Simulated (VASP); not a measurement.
# CdSe (F-43m) in VASP: further runs

One crystal, CdSe, is run at these levels: r2SCAN, TB-mBJ, LDA; tasks: band structure.

Everything below comes from runs of VASP 6.6.1. Logs are shortened: lines on timing, memory, paths and dates and some standing lists are left out, and cuts for length are marked.

## (1) The structure

The structure is cubic, space group F-43m (No. 216). Conventional cell: a = 6.092 Å, b = 6.092 Å, c = 6.092 Å, α = 90.00°, β = 90.00°, γ = 90.00°. Cd (site symmetry -43m) is surrounded by 4 Se at 2.64 Å. Se (site symmetry -43m) has 4 Cd at 2.64 Å as nearest neighbours.

The cell was built by a generator and needn't be a form met in nature.

## (2) Band structure, r2SCAN

INCAR

```
SYSTEM = CdSe
  ALGO = Normal
  EDIFF = 1E-6
  ENCUT = 520
  ISIF = 2
  ISMEAR = 0
  LASPH = .True.
  LCHARG = .False.
  LMIXTAU = .True.
  LREAL = .False.
  LWAVE = .False.
  METAGGA = R2SCAN
  NBANDS = 16
  NELM = 80
  PREC = Accurate
  SIGMA = 0.03
```

KPOINTS

```
k-points
0
Gamma
  8 8 8
  0 0 0
```

POSCAR

```
CdSe                                    
1.0
    0.0000000000      3.0462071933      3.0462071933
    3.0462071933      0.0000000000      3.0462071933
    3.0462071933      3.0462071933      0.0000000000
  Cd              Se            
     1     1
Direct
     0.0000000000000000    0.0000000000000000    0.0000000000000000
     0.2500000000000000    0.2500000000000000    0.2500000000000000
```

KPOINTS_OPT

```
explicit points
209
Reciprocal
 0.0000000000  0.0000000000  0.0000000000 1
 0.0263157895  0.0000000000  0.0263157895 1
 0.0526315789  0.0000000000  0.0526315789 1
 0.0789473684  0.0000000000  0.0789473684 1
 0.1052631579  0.0000000000  0.1052631579 1
 0.1315789474  0.0000000000  0.1315789474 1
[... 201 lines left out ...]
 0.4250000000  0.0000000000  0.4250000000 1
 0.4500000000  0.0000000000  0.4500000000 1
```

Potentials or basis: VASP PAW PBE potentials, release 64 (Cd, Se).

Started as:

```
$ cat potpaw_PBE.64/Cd/POTCAR potpaw_PBE.64/Se/POTCAR > POTCAR
$ mpirun -np 1 vasp_std > vasp.out
```

OUTCAR:

```text
SYSTEM = CdSe
   EDIFF = 1E-6
   ENCUT = 520
   ISIF = 2
   ISMEAR = 0
   LASPH = .True.
   LREAL = .False.
   METAGGA = R2SCAN
   NELM = 80
   PREC = Accurate

 ion  position               nearest neighbor table
   1  0.000  0.000  0.000-   2 2.64   2 2.64   2 2.64   2 2.64
   2  0.250  0.250  0.250-   1 2.64   1 2.64   1 2.64   1 2.64

  LATTYP: Found a face centered cubic cell.
 ALAT       =     6.0924143866

  Lattice vectors:

 A1 = (   0.0000000000,   3.0462071933,   3.0462071933)
 A2 = (   3.0462071933,   0.0000000000,   3.0462071933)
 A3 = (   3.0462071933,   3.0462071933,   0.0000000000)

Analysis of symmetry for initial positions (statically):
=====================================================================
 Subroutine PRICEL returns:
 Original cell was already a primitive cell.

 Routine SETGRP: Setting up the symmetry group for a
 face centered cubic supercell.

 Subroutine GETGRP returns: Found 24 space group operations
 (whereof 24 operations were pure point group operations)
 out of a pool of 48 trial point group operations.

The static configuration has the point symmetry T_d .

Analysis of symmetry for dynamics (positions and initial velocities):
=====================================================================
 Subroutine PRICEL returns:
 Original cell was already a primitive cell.

 Routine SETGRP: Setting up the symmetry group for a
 face centered cubic supercell.

 Subroutine GETGRP returns: Found 24 space group operations
 (whereof 24 operations were pure point group operations)
 out of a pool of 48 trial point group operations.

The dynamic configuration has the point symmetry T_d .

 Subroutine INISYM returns: Found 24 space group operations
 (whereof 24 operations are pure point group operations),
 and found     1 'primitive' translations

----------------------------------------------------------------------------------------

                                     Primitive cell

  volume of cell :      56.5338

  direct lattice vectors                    reciprocal lattice vectors
     0.000000000  3.046207193  3.046207193    -0.164138540  0.164138540  0.164138540
     3.046207193  0.000000000  3.046207193     0.164138540 -0.164138540  0.164138540
     3.046207193  3.046207193  0.000000000     0.164138540  0.164138540 -0.164138540

  length of vectors
     4.307987527  4.307987527  4.307987527     0.284296290  0.284296290  0.284296290

  position of ions in fractional coordinates (direct lattice)
     0.000000000  0.000000000  0.000000000
     0.250000000  0.250000000  0.250000000

  ion indices of the primitive-cell ions
   primitive index   ion index
                 1           1
                 2           2

----------------------------------------------------------------------------------------

 KPOINTS: k-points

Automatic generation of k-mesh.
 Grid dimensions read from file:
 generate k-points for:    8    8    8

 Generating k-lattice:

  Cartesian coordinates                     Fractional coordinates (reciprocal lattice)
    -0.020517317  0.020517317  0.020517317     0.125000000  0.000000000  0.000000000
     0.020517317 -0.020517317  0.020517317     0.000000000  0.125000000  0.000000000
     0.020517317  0.020517317 -0.020517317     0.000000000  0.000000000  0.125000000

  Length of vectors
     0.035537036  0.035537036  0.035537036

  Shift w.r.t. Gamma in fractional coordinates (k-lattice)
     0.000000000  0.000000000  0.000000000

 Subroutine IBZKPT returns following result:
 ===========================================

 Found     29 irreducible k-points:

 Following reciprocal coordinates:
            Coordinates               Weight
  0.000000  0.000000  0.000000      1.000000
  0.125000  0.000000  0.000000      8.000000
  0.250000  0.000000  0.000000      8.000000
  0.375000  0.000000  0.000000      8.000000
  0.500000  0.000000  0.000000      4.000000
  0.125000  0.125000  0.000000      6.000000
[... 16 lines left out ...]
  0.500000  0.250000  0.125000     48.000000
 -0.375000  0.250000  0.125000     24.000000
[... 41 lines left out ...]
  free energy    TOTEN  =       -35.91000915 eV

  energy without entropy =      -35.91000915  energy(sigma->0) =      -35.91000915

 E-fermi :   0.7326     XC(G=0):  -9.4042

 val. band max:        0.6039672969   @ k =   0.0000   0.0000   0.0000
 cond. band min:       1.6791194747   @ k =   0.0000   0.0000   0.0000
 fundamental gap:      1.0751521777
 Fermi energy:         0.7326059386

 k-point     1 :       0.0000    0.0000    0.0000
  band No.  band energies     occupation
      1     -12.3878      2.00000
      2      -7.5457      2.00000
      3      -7.5457      2.00000
      4      -7.5457      2.00000
      5      -7.1489      2.00000
      6      -7.1489      2.00000
[... 8 lines left out ...]
     15      12.2452      0.00000
     16      12.2452      0.00000

 k-point     2 :       0.1250    0.0000    0.0000
  band No.  band energies     occupation
      1     -12.3336      2.00000
      2      -7.5278      2.00000
      3      -7.5278      2.00000
      4      -7.4940      2.00000
      5      -7.1496      2.00000
      6      -7.1496      2.00000
[... 8 lines left out ...]
     15      11.4399      0.00000
     16      11.6471      0.00000

 k-point     3 :       0.2500    0.0000    0.0000
  band No.  band energies     occupation
      1     -12.2013      2.00000
      2      -7.4885      2.00000
      3      -7.4884      2.00000
      4      -7.3210      2.00000
      5      -7.1465      2.00000
      6      -7.1465      2.00000
[... 8 lines left out ...]
     15      11.1993      0.00000
     16      11.1993      0.00000

 k-point     4 :       0.3750    0.0000    0.0000
  band No.  band energies     occupation
      1     -12.0675      2.00000
      2      -7.4565      2.00000
      3      -7.4565      2.00000
      4      -7.1338      2.00000
      5      -7.1338      2.00000
      6      -7.0334      2.00000
[... 8 lines left out ...]
     15      12.1520      0.00000
     16      12.1520      0.00000
[... 324 lines left out ...]
 k-point    22 :       0.3750    0.2500    0.1250
  band No.  band energies     occupation
      1     -12.1034      2.00000
      2      -7.4450      2.00000
      3      -7.4240      2.00000
      4      -7.2641      2.00000
      5      -7.1396      2.00000
      6      -7.1023      2.00000
[... 8 lines left out ...]
     15      12.7470      0.00000
     16      13.9245      0.00000

 k-point    23 :       0.5000    0.2500    0.1250
  band No.  band energies     occupation
      1     -11.9972      2.00000
      2      -7.4132      2.00000
      3      -7.3961      2.00000
      4      -7.1948      2.00000
      5      -7.1263      2.00000
      6      -6.9069      2.00000
[... 8 lines left out ...]
     15      13.1580      0.00000
     16      13.7905      0.00000

 k-point    24 :      -0.3750    0.2500    0.1250
  band No.  band energies     occupation
      1     -11.9534      2.00000
      2      -7.4064      2.00000
      3      -7.3836      2.00000
      4      -7.1683      2.00000
      5      -7.1322      2.00000
      6      -6.7599      2.00000
[... 8 lines left out ...]
     15      12.8533      0.00000
     16      13.8787      0.00000

 [... further k-points ...]
[... 5 lines left out ...]
  --------------------------------------------------------------------------------------
  -------------------------------------------------------------------------------------
  Total        0.4788869      0.4788869      0.4788869      0.0000000      0.0000000     -0.0000000
  in kB       13.5717303     13.5717303     13.5717303      0.0000000      0.0000000     -0.0000000
  external PRESSURE =      13.5717303 kB  Pullay stress =       0.0000000 kB

 VOLUME and BASIS-vectors are now :
 -----------------------------------------------------------------------------
  energy-cutoff  :      520.00
  volume of cell :       56.53
      direct lattice vectors                 reciprocal lattice vectors
     0.000000000  3.046207193  3.046207193    -0.164138540  0.164138540  0.164138540
     3.046207193  0.000000000  3.046207193     0.164138540 -0.164138540  0.164138540
     3.046207193  3.046207193  0.000000000     0.164138540  0.164138540 -0.164138540

 POSITION                                       TOTAL-FORCE (eV/Angst)
 -----------------------------------------------------------------------------------
      0.00000      0.00000      0.00000         0.000000      0.000000      0.000000
      1.52310      1.52310      1.52310        -0.000000     -0.000000     -0.000000
 -----------------------------------------------------------------------------------
    total drift:                               -0.000002     -0.000002     -0.000002

  FREE ENERGIE OF THE ION-ELECTRON SYSTEM (eV)
  ---------------------------------------------------
  free  energy   TOTEN  =       -35.9100091512 eV

  energy  without entropy=      -35.9100091512  energy(sigma->0) =      -35.91000915
```

Wall time 10 min (1 thread of AMD EPYC, shared host); peak memory 0.17 GiB.

What came out:

- Free energy: -35.9100 eV
- Pressure: 1.4 GPa
- Band gap on the k mesh: 1.08 eV, direct
- Band gap along the path: 1.08 eV, direct

Levels at the corners of the path, in eV from the valence-band top:
| point | band 6 | band 7 | band 8 | band 9 | band 10 | band 11 | band 12 | band 13 |
| --- | --- | --- | --- | --- | --- | --- | --- | --- |
| Γ | -7.75 | 0.00 | 0.00 | 0.00 | 1.08 | 6.47 | 6.47 | 6.47 |
| X | -7.38 | -4.06 | -1.87 | -1.87 | 3.47 | 4.15 | 9.67 | 10.93 |
| X | -7.38 | -4.06 | -1.87 | -1.87 | 3.47 | 4.15 | 9.67 | 10.93 |
| W | -7.26 | -3.95 | -2.26 | -2.22 | 5.51 | 5.51 | 7.06 | 8.03 |
| W | -7.26 | -3.95 | -2.26 | -2.22 | 5.51 | 5.51 | 7.06 | 8.03 |
| K | -7.30 | -3.99 | -2.55 | -1.53 | 4.09 | 5.56 | 8.74 | 9.19 |
| K | -7.30 | -3.99 | -2.55 | -1.53 | 4.09 | 5.56 | 8.74 | 9.19 |
| Γ | -7.75 | 0.00 | 0.00 | 0.00 | 1.08 | 6.47 | 6.47 | 6.47 |
| Γ | -7.75 | 0.00 | 0.00 | 0.00 | 1.08 | 6.47 | 6.47 | 6.47 |
| L | -7.45 | -4.40 | -0.75 | -0.75 | 2.86 | 6.93 | 6.93 | 7.81 |
| L | -7.45 | -4.40 | -0.75 | -0.75 | 2.86 | 6.93 | 6.93 | 7.81 |
| U | -7.30 | -3.99 | -2.55 | -1.53 | 4.09 | 5.56 | 8.74 | 9.19 |
| U | -7.30 | -3.99 | -2.55 | -1.53 | 4.09 | 5.56 | 8.74 | 9.19 |
| W | -7.26 | -3.95 | -2.26 | -2.22 | 5.51 | 5.51 | 7.06 | 8.03 |
| W | -7.26 | -3.95 | -2.26 | -2.22 | 5.51 | 5.51 | 7.06 | 8.03 |
| L | -7.45 | -4.40 | -0.75 | -0.75 | 2.86 | 6.93 | 6.93 | 7.81 |
| L | -7.45 | -4.40 | -0.75 | -0.75 | 2.86 | 6.93 | 6.93 | 7.81 |
| K | -7.30 | -3.99 | -2.55 | -1.53 | 4.09 | 5.56 | 8.74 | 9.19 |
| U | -7.30 | -3.99 | -2.55 | -1.53 | 4.09 | 5.56 | 8.74 | 9.19 |
| X | -7.38 | -4.06 | -1.87 | -1.87 | 3.47 | 4.15 | 9.67 | 10.93 |

Caveat: the PAW data sets were made with another functional, which shifts forces and pressure a little. r2SCAN opens gaps a little over a GGA but as a rule still falls short of measured ones.

## (3) Band structure, TB-mBJ

POSCAR is that of step 2.

INCAR.step1

```
SYSTEM = CdSe
  ALGO = Normal
  EDIFF = 1E-5
  ENCUT = 520
  GGA = PE
  ISIF = 2
  ISMEAR = 0
  LASPH = .True.
  LCHARG = .False.
  LREAL = .False.
  LWAVE = .True.
  NBANDS = 16
  NELM = 80
  PREC = Accurate
  SIGMA = 0.03
```

INCAR.step2

```
SYSTEM = CdSe
  ALGO = Normal
  EDIFF = 1E-6
  ENCUT = 520
  ISIF = 2
  ISMEAR = 0
  ISTART = 1
  LASPH = .True.
  LCHARG = .False.
  LREAL = .False.
  LWAVE = .False.
  METAGGA = MBJ
  NBANDS = 16
  NELM = 80
  PREC = Accurate
  SIGMA = 0.03
```

KPOINTS is that of step 2.

KPOINTS_OPT is that of step 2.

Potentials or basis: VASP PAW PBE potentials, release 64 (Cd, Se).

Started as:

```
$ cat potpaw_PBE.64/Cd/POTCAR potpaw_PBE.64/Se/POTCAR > POTCAR
$ cp INCAR.step1 INCAR
$ mpirun -np 1 vasp_std > vasp.out
$ cp INCAR.step2 INCAR
$ mpirun -np 1 vasp_std > vasp.out
```

Wall time 5.1 min (1 thread of AMD EPYC, shared host); peak memory 0.18 GiB.

The run converged. Its results:

```yaml
Band_gap_on_the_k_mesh: 1.94 eV, direct
Band_gap_along_the_path: 1.94 eV, direct
```

Levels at the corners of the path, in eV from the valence-band top:
| point | band 5 | band 6 | band 7 | band 8 | band 9 | band 10 | band 11 | band 12 | band 13 | band 14 |
| --- | --- | --- | --- | --- | --- | --- | --- | --- | --- | --- |
| Γ | -7.45 | -7.45 | 0.00 | 0.00 | 0.00 | 1.94 | 6.76 | 6.76 | 6.76 | 11.14 |
| X | -7.39 | -7.09 | -3.58 | -1.64 | -1.64 | 4.15 | 4.61 | 10.10 | 11.26 | 11.26 |
| X | -7.39 | -7.09 | -3.58 | -1.64 | -1.64 | 4.15 | 4.61 | 10.10 | 11.26 | 11.26 |
| W | -7.44 | -6.99 | -3.47 | -1.98 | -1.91 | 5.81 | 6.00 | 7.48 | 8.38 | 11.62 |
| W | -7.44 | -6.99 | -3.47 | -1.98 | -1.91 | 5.81 | 6.00 | 7.48 | 8.38 | 11.62 |
| K | -7.42 | -7.02 | -3.50 | -2.21 | -1.34 | 4.65 | 5.95 | 9.08 | 9.33 | 9.79 |
| K | -7.42 | -7.02 | -3.50 | -2.21 | -1.34 | 4.65 | 5.95 | 9.08 | 9.33 | 9.79 |
| Γ | -7.45 | -7.45 | 0.00 | 0.00 | 0.00 | 1.94 | 6.76 | 6.76 | 6.76 | 11.14 |
| Γ | -7.45 | -7.45 | 0.00 | 0.00 | 0.00 | 1.94 | 6.76 | 6.76 | 6.76 | 11.14 |
| L | -7.43 | -7.17 | -3.87 | -0.66 | -0.66 | 3.50 | 7.17 | 7.17 | 8.48 | 11.24 |
| L | -7.43 | -7.17 | -3.87 | -0.66 | -0.66 | 3.50 | 7.17 | 7.17 | 8.48 | 11.24 |
| U | -7.42 | -7.02 | -3.50 | -2.21 | -1.34 | 4.65 | 5.95 | 9.08 | 9.33 | 9.79 |
| U | -7.42 | -7.02 | -3.50 | -2.21 | -1.34 | 4.65 | 5.95 | 9.08 | 9.33 | 9.79 |
| W | -7.44 | -6.99 | -3.47 | -1.98 | -1.91 | 5.81 | 6.00 | 7.48 | 8.38 | 11.62 |
| W | -7.44 | -6.99 | -3.47 | -1.98 | -1.91 | 5.81 | 6.00 | 7.48 | 8.38 | 11.62 |
| L | -7.43 | -7.17 | -3.87 | -0.66 | -0.66 | 3.50 | 7.17 | 7.17 | 8.48 | 11.24 |
| L | -7.43 | -7.17 | -3.87 | -0.66 | -0.66 | 3.50 | 7.17 | 7.17 | 8.48 | 11.24 |
| K | -7.42 | -7.02 | -3.50 | -2.21 | -1.34 | 4.65 | 5.95 | 9.08 | 9.33 | 9.79 |
| U | -7.42 | -7.02 | -3.50 | -2.21 | -1.34 | 4.65 | 5.95 | 9.08 | 9.33 | 9.79 |
| X | -7.39 | -7.09 | -3.58 | -1.64 | -1.64 | 4.15 | 4.61 | 10.10 | 11.26 | 11.26 |

Caveat: the PAW data sets were made with another functional, which shifts forces and pressure a little.

## (4) Band structure, TB-mBJ, spin-orbit coupling, no magnetisation

POSCAR is that of step 3.

Changes to INCAR.step1 since step 3:

```diff
@@ -5,2 +5,3 @@
   GGA = PE
+  GGA_COMPAT = .False.
   ISIF = 2
@@ -9,5 +10,8 @@
   LCHARG = .False.
+  LORBIT = 11
   LREAL = .False.
+  LSORBIT = .True.
   LWAVE = .True.
-  NBANDS = 16
+  MAGMOM = 0 0 0 0 0 0
+  NBANDS = 32
   NELM = 80
```

INCAR.step2

```
SYSTEM = CdSe
  ALGO = Normal
  EDIFF = 1E-6
  ENCUT = 520
  GGA_COMPAT = .False.
  ISIF = 2
  ISMEAR = 0
  ISTART = 1
  LASPH = .True.
  LCHARG = .False.
  LORBIT = 11
  LREAL = .False.
  LSORBIT = .True.
  LWAVE = .False.
  MAGMOM = 0 0 0 0 0 0
  METAGGA = MBJ
  NBANDS = 32
  NELM = 80
  PREC = Accurate
  SIGMA = 0.03
```

KPOINTS

```
k-points
0
Gamma
  6 6 6
  0 0 0
```

KPOINTS_OPT is that of step 3.

Started as:

```
$ cat potpaw_PBE.64/Cd/POTCAR potpaw_PBE.64/Se/POTCAR > POTCAR
$ cp INCAR.step1 INCAR
$ mpirun -np 1 vasp_ncl > vasp.out
$ cp INCAR.step2 INCAR
$ mpirun -np 1 vasp_ncl > vasp.out
```

It took 21 min on 1 thread of AMD EPYC, shared host; peak memory 0.34 GiB.

It converged, with:

| Property | Result |
| --- | --- |
| Valence electrons inside the program's atomic spheres | Cd 10.19; Se 4.24 |

Caveat: the PAW data sets were made with another functional, which shifts forces and pressure a little.

## (5) Band structure, LDA

INCAR

```
SYSTEM = CdSe
  ALGO = Normal
  EDIFF = 1E-6
  ENCUT = 520
  GGA = CA
  ISIF = 2
  ISMEAR = 0
  LASPH = .True.
  LCHARG = .False.
  LREAL = .False.
  LWAVE = .False.
  NBANDS = 16
  NELM = 80
  PREC = Accurate
  SIGMA = 0.03
```

KPOINTS

```
k-points
0
Gamma
  8 8 8
  0 0 0
```

POSCAR is that of step 4.

KPOINTS_OPT is that of step 4.

Potentials or basis: VASP PAW LDA potentials, release 64 (Cd, Se).

Started as:

```
$ cat potpaw_LDA.64/Cd/POTCAR potpaw_LDA.64/Se/POTCAR > POTCAR
$ mpirun -np 1 vasp_std > vasp.out
```

Wall time 2.3 min (1 thread of AMD EPYC, shared host); peak memory 0.15 GiB.

Results (log left out):

```
Free energy             : -6.7514 eV
Pressure                : -1.8 GPa
Band gap on the k mesh  : 0.35 eV, direct
Band gap along the path : 0.35 eV, direct
```

Levels at the corners of the path, in eV from the valence-band top:
```csv
point,band 6,band 7,band 8,band 9,band 10,band 11,band 12,band 13
Γ,-7.56,0.00,0.00,0.00,0.35,5.80,5.80,5.80
X,-7.21,-4.14,-1.87,-1.87,2.94,3.61,8.86,9.99
X,-7.21,-4.14,-1.87,-1.87,2.94,3.61,8.86,9.99
W,-7.08,-4.05,-2.26,-2.24,4.90,5.06,6.28,7.41
W,-7.08,-4.05,-2.26,-2.24,4.90,5.06,6.28,7.41
K,-7.12,-4.08,-2.56,-1.53,3.53,5.01,8.05,8.46
K,-7.12,-4.08,-2.56,-1.53,3.53,5.01,8.05,8.46
Γ,-7.56,0.00,0.00,0.00,0.35,5.80,5.80,5.80
Γ,-7.56,0.00,0.00,0.00,0.35,5.80,5.80,5.80
L,-7.27,-4.45,-0.76,-0.76,2.19,6.31,6.31,7.18
L,-7.27,-4.45,-0.76,-0.76,2.19,6.31,6.31,7.18
U,-7.12,-4.08,-2.56,-1.53,3.53,5.01,8.05,8.46
U,-7.12,-4.08,-2.56,-1.53,3.53,5.01,8.05,8.46
W,-7.08,-4.05,-2.26,-2.24,4.90,5.06,6.28,7.41
W,-7.08,-4.05,-2.26,-2.24,4.90,5.06,6.28,7.41
L,-7.27,-4.45,-0.76,-0.76,2.19,6.31,6.31,7.18
L,-7.27,-4.45,-0.76,-0.76,2.19,6.31,6.31,7.18
K,-7.12,-4.08,-2.56,-1.53,3.53,5.01,8.05,8.46
U,-7.12,-4.08,-2.56,-1.53,3.53,5.01,8.05,8.46
X,-7.21,-4.14,-1.87,-1.87,2.94,3.61,8.86,9.99
```

## (6) Summary

```tsv
level	potentials or basis	spin	k mesh	gap on the mesh (eV)	pressure (GPa)
r2SCAN	VASP PAW PBE potentials, release 64 (Cd, Se)	off	8 × 8 × 8	1.08	1.4
TB-mBJ	VASP PAW PBE potentials, release 64 (Cd, Se)	off	8 × 8 × 8	1.94	-
TB-mBJ	VASP PAW PBE potentials, release 64 (Cd, Se)	SOC, no magnetisation	6 × 6 × 6	-	-
LDA	VASP PAW LDA potentials, release 64 (Cd, Se)	off	8 × 8 × 8	0.35	-1.8
```

Alike in all rows: task band structure; cell as given; cutoff (eV) 520; smearing gaussian 0.03 eV.

Caveats: the PAW data sets were made with another functional, which shifts forces and pressure a little (some runs).

Total energies depend on the potentials used, so only differences within one code and one set of settings carry meaning.
